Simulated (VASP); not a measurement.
# Bi (Im-3m) in VASP: settings compared, part 2 of 2

VASP 6.6.1. The steps go on from the part before.

### 4 Single point, PBE, non-collinear spin, typed start, spin-orbit coupling

This run uses another cell than the first one, of 31.12 Å³/atom, 1.020 times its volume.

Contents of INCAR:

```
ALGO = Normal ; EDIFF = 1E-7
ENCUT = 520 ; GGA = PE
GGA_COMPAT = F ; ISIF = 2
ISMEAR = 1 ; LASPH = T
LCHARG = F ; LORBIT = 11
LORBMOM = T ; LREAL = F
LSORBIT = T ; LWAVE = F
MAGMOM = 0.5 0 0 ; NBANDS = 26
NELM = 150 ; PREC = Accurate
SIGMA = 0.025
```

Contents of KPOINTS:

```
k-points
0
Gamma
  7 7 7
```

Contents of POSCAR:

```
Bi
1.0
   -1.9814305318      1.9814305318      1.9814305318
    1.9814305318     -1.9814305318      1.9814305318
    1.9814305318      1.9814305318     -1.9814305318
Bi
1
Direct
    0.0000000000      0.0000000000      0.0000000000
```

Potentials or basis: VASP PAW PBE potentials, release 64 (Bi_d).

On the command line:

```
$ cat potpaw_PBE.64/Bi_d/POTCAR > POTCAR
$ mpirun -np 1 vasp_ncl > vasp.out
```

OUTCAR:

```text
EDIFF = 1E-7
   ENCUT = 520
   GGA = PE
   ISIF = 2
   ISMEAR = 1
   LASPH = T
   LORBIT = 11
   LREAL = F
   LSORBIT = T
   NELM = 150
   PREC = Accurate

 ion  position               nearest neighbor table
   1  0.000  0.000  0.000-

  LATTYP: Found a body centered cubic cell.
 ALAT       =     3.9628610636

  Lattice vectors:

 A1 = (  -1.9814305318,   1.9814305318,   1.9814305318)
 A2 = (   1.9814305318,  -1.9814305318,   1.9814305318)
 A3 = (   1.9814305318,   1.9814305318,  -1.9814305318)

Analysis of symmetry for initial positions (statically):
=====================================================================
 Subroutine PRICEL returns:
[... 946 lines left out ...]
  1         0.000   0.000   0.000
 ----------------------------------------
            0.000   0.000   0.000

 Spin-Orbit-Coupling matrix elements

 Ion:    1  E_soc:     -1.7380335
 l=   1
     0.0000000    -0.2234512    -0.2234515
    -0.2234512     0.0000000    -0.2234515
    -0.2234515    -0.2234515     0.0000000
 l=   2
     0.0000000    -0.0132820     0.0000000    -0.0132819    -0.0529389
    -0.0132820     0.0000000    -0.0397042    -0.0132820    -0.0132347
     0.0000000    -0.0397042     0.0000000    -0.0397042     0.0000000
    -0.0132819    -0.0132820    -0.0397042     0.0000000    -0.0132347
    -0.0529389    -0.0132347     0.0000000    -0.0132347     0.0000000
 l=   3
     0.0000000     0.0000000     0.0000000     0.0000000     0.0000000     0.0000000     0.0000000
     0.0000000     0.0000000     0.0000000     0.0000000     0.0000000     0.0000000     0.0000000
     0.0000000     0.0000000     0.0000000     0.0000000     0.0000000     0.0000000     0.0000000
     0.0000000     0.0000000     0.0000000     0.0000000     0.0000000     0.0000000     0.0000000
     0.0000000     0.0000000     0.0000000     0.0000000     0.0000000     0.0000000     0.0000000
     0.0000000     0.0000000     0.0000000     0.0000000     0.0000000     0.0000000     0.0000000
     0.0000000     0.0000000     0.0000000     0.0000000     0.0000000     0.0000000     0.0000000

 total charge

# of ion       s       p       d       tot
------------------------------------------
    1        1.549   1.281   9.920  12.750

 magnetization (x)

# of ion       s       p       d       tot
------------------------------------------
    1       -0.000  -0.000  -0.000  -0.000

 magnetization (y)

# of ion       s       p       d       tot
------------------------------------------
    1        0.000  -0.000   0.000  -0.000

 magnetization (z)

# of ion       s       p       d       tot
------------------------------------------
    1        0.000  -0.000   0.000  -0.000
```

stdout:

```text
POSCAR found type information on POSCAR Bi
 POSCAR found :  1 types and       1 ions
 scaLAPACK will be used
 LDA part: xc-table for (Slater+PW92), standard interpolation
 POSCAR, INCAR and KPOINTS ok, starting setup
 FFT: planning ... GRIDC
 FFT: planning ... GRID_SOFT
 FFT: planning ... GRID
 WAVECAR not read
 entering main loop
```

Run time: 73 s. Hardware: 1 thread of Intel Xeon Platinum 8488C (Sapphire Rapids), shared host; peak memory 0.27 GiB.

Results:

* Free energy: -4.5586 eV
* Pressure: 2.3 GPa
* Net moment: 0.00 μB per cell
* Valence electrons inside the program's atomic spheres: Bi 12.75

Moments on the atoms (μB; x, y, z):
```
Bi  0.00 0.00 0.00
```

### 5 Single point, revPBE, collinear spin, typed start

This run uses another cell than the first one, of 31.12 Å³/atom, 1.020 times its volume.

Contents of INCAR:

```
SYSTEM = Bi
PREC = Accurate
ENCUT = 520
EDIFF = 1E-6
ISMEAR = 1
SIGMA = 0.01
LREAL = .False.
LASPH = .True.
NELM = 150
ALGO = Fast
ISIF = 2
LWAVE = .False.
LCHARG = .False.
ISPIN = 2
MAGMOM = 1
LORBIT = 11
NUPDOWN = 1.0
GGA = RE
NBANDS = 18
```

Contents of KPOINTS:

```
Automatic mesh
0
Gamma
  9 9 9
  0 0 0
```

POSCAR is that of step 4.

Potentials or basis: VASP PAW PBE potentials, release 64 (Bi_d).

On the command line:

```
$ cat potpaw_PBE.64/Bi_d/POTCAR > POTCAR
$ mpirun -np 1 vasp_std > vasp.out
```

OUTCAR:

```text
SYSTEM = Bi
   PREC = Accurate
   ENCUT = 520
   EDIFF = 1E-6
   ISMEAR = 1
   LREAL = .False.
   LASPH = .True.
   NELM = 150
   ISIF = 2
   ISPIN = 2
   LORBIT = 11
   NUPDOWN = 1.0
   GGA = RE

 ion  position               nearest neighbor table
   1  0.000  0.000  0.000-

  LATTYP: Found a body centered cubic cell.
 ALAT       =     3.9628610636

  Lattice vectors:

[... 1212 lines left out ...]
     18      30.6299      0.00000

 [... further k-points ...]
[... 5 lines left out ...]
  --------------------------------------------------------------------------------------
  -------------------------------------------------------------------------------------
  Total        1.1432683      1.1432683      1.1432683      0.0000000      0.0000000      0.0000000
  in kB       58.8656828     58.8656828     58.8656828      0.0000000      0.0000000      0.0000000
  external PRESSURE =      58.8656828 kB  Pullay stress =       0.0000000 kB

 VOLUME and BASIS-vectors are now :
 -----------------------------------------------------------------------------
  energy-cutoff  :      520.00
  volume of cell :       31.12
      direct lattice vectors                 reciprocal lattice vectors
    -1.981430532  1.981430532  1.981430532     0.000000000  0.252342937  0.252342937
     1.981430532 -1.981430532  1.981430532     0.252342937  0.000000000  0.252342937
     1.981430532  1.981430532 -1.981430532     0.252342937  0.252342937  0.000000000

 POSITION                                       TOTAL-FORCE (eV/Angst)
 -----------------------------------------------------------------------------------
      0.00000      0.00000      0.00000         0.000000     -0.000000      0.000000
 -----------------------------------------------------------------------------------
    total drift:                               -0.000000     -0.000000     -0.000000

  FREE ENERGIE OF THE ION-ELECTRON SYSTEM (eV)
  ---------------------------------------------------
  free  energy   TOTEN  =        -2.8499979492 eV

  energy  without entropy=       -2.8498789966  energy(sigma->0) =       -2.84995830

 total charge

# of ion       s       p       d       tot
------------------------------------------
    1        1.558   1.274   9.922  12.754

 magnetization (x)

# of ion       s       p       d       tot
------------------------------------------
    1        0.028   0.455   0.025   0.508
```

OSZICAR:

```text
N       E                     dE             d eps       ncg     rms          rms(c)
DAV:   1     0.130924989282E+03    0.13092E+03   -0.72597E+03  2532   0.101E+03
DAV:   2     0.625050156945E+01   -0.12467E+03   -0.11871E+03  2750   0.300E+02
DAV:   3    -0.249526832230E+01   -0.87458E+01   -0.86811E+01  3020   0.728E+01
DAV:   4    -0.269667220736E+01   -0.20140E+00   -0.20124E+00  3190   0.112E+01
DAV:   5    -0.270337634361E+01   -0.67041E-02   -0.67035E-02  3490   0.200E+00    0.443E+00
RMM:   6    -0.283557103179E+01   -0.13219E+00   -0.80018E-02  3145   0.217E+00    0.170E+00
RMM:   7    -0.284920550216E+01   -0.13634E-01   -0.82966E-03  3145   0.898E-01    0.191E-01
RMM:   8    -0.284999366917E+01   -0.78817E-03   -0.26813E-03  3411   0.413E-01    0.114E-01
RMM:   9    -0.285004666650E+01   -0.52997E-04   -0.73201E-04  3498   0.229E-01    0.496E-02
RMM:  10    -0.285001476850E+01    0.31898E-04   -0.24547E-04  3876   0.142E-01    0.218E-02
RMM:  11    -0.284999847968E+01    0.16289E-04   -0.86749E-05  3819   0.777E-02    0.551E-03
RMM:  12    -0.284999957786E+01   -0.10982E-05   -0.18269E-05  4071   0.326E-02    0.336E-03
RMM:  13    -0.284999815017E+01    0.14277E-05   -0.39800E-06  3198   0.158E-02    0.127E-03
RMM:  14    -0.284999794923E+01    0.20094E-06   -0.89960E-07  2051   0.819E-03
   1 F= -.28499979E+01 E0= -.28499583E+01  d E =-.118953E-03  mag=     1.0000
```

Wall time 39 s (1 thread of Intel Xeon Platinum 8488C (Sapphire Rapids), shared host); peak memory 0.18 GiB.

What came out:

- Free energy: -2.8500 eV
- Pressure: 5.9 GPa
- Net moment: 1.00 μB per cell
- Site moments: Bi +0.51 μB
- Valence electrons inside the program's atomic spheres: Bi 12.75

Caveat: the PAW data sets were made with another functional, which shifts forces and pressure a little; spin-orbit coupling is left out, which moves the levels of the heavy elements; the total moment is fixed, so each spin has its own Fermi level.

### 6 Summary

```csv
level,spin,fixed moment (μB),cell,k mesh,smearing,exchange at q = 0,grid for exact exchange (PRECFOCK),mesh quality,gap on the mesh (eV),pressure (GPa),moment (μB)
B3LYP5,off,-,"Im-3m, 30.49 Å³/atom",5 × 5 × 5,fermi-dirac 0.05 eV,truncated,Normal,coarse,none,3.1,-
B3LYP5,off,-,"Im-3m, 31.74 Å³/atom",5 × 5 × 5,fermi-dirac 0.05 eV,truncated,Normal,coarse,none,0.7,-
PBE,"non-collinear, typed start, SOC",-,"Im-3m, 31.12 Å³/atom",7 × 7 × 7,methfessel-paxton 0.025 eV,-,-,not flagged,-,2.3,0.00
revPBE,"collinear, typed start",1.0,"Im-3m, 31.12 Å³/atom",9 × 9 × 9,methfessel-paxton 0.01 eV,-,-,not flagged,-,5.9,1.00
```

Alike in all rows: task single point; potentials or basis VASP PAW PBE potentials, release 64 (Bi_d); cutoff (eV) 520.

Caveats: some runs use coarse meshes; the PAW data sets were made with another functional, which shifts forces and pressure a little (some runs); spin-orbit coupling is left out, which moves the levels of the heavy elements (some runs); the total moment is fixed, so each spin has its own Fermi level (some runs).

Total energies depend on the potentials used, so only differences within one code and one set of settings carry meaning.
